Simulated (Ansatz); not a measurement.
# TaN: energy along a strain

TaN, P-6m2, a = 2.924 Å, c = 2.871 Å. This isn't the usual stable structure of the compound. Ansatz: PBEsol, PAW, 420 eV, Γ-centred 24×24×20 mesh on 2 atoms, Gaussian smearing 0.15 eV; no spin polarisation. Cell vectors (Å): 2.924 0.000 0.000; -1.462 2.532 0.000; 0.000 0.000 2.871. The cell is strained by x per cent times the pattern (0 0 0 0 1 0) in the order xx yy zz yz xz xy (engineering shears), with fractional coordinates held. y is the free energy over the start, V0 = 10.628 Å³/atom. Symmetry makes y even in x. Points with a strain past 8.5 % were computed too (2) and aren't used here.

```
x (%) y (meV/atom)
-5.00         21.22
 0.00          0.00
 1.25          1.32
 2.50          5.30
 3.75         11.93
 6.25         33.18
 7.50             ?
```

Question: Fit y = c2 x² + c4 x⁴ to the other rows, get the stiffness along the pattern, and predict the missing energy.

Answer: Least squares on the rows shown. y = 0.84770 x² + 4.3800×10⁻⁵ x⁴. The clamped-ion stiffness p·C·p = 2 × 8.477 eV × 160.2 / 10.628 Å³ = 256 GPa, which is C55 in these axes. At x = 7.50 the fit asked for gives 47.82 meV/atom. The run gave 47.83 meV/atom, so the fit is 0.01 meV/atom too low, a small miss on the scale of the series.

Spin–orbit coupling is left out, which can shift energies with elements as heavy as these.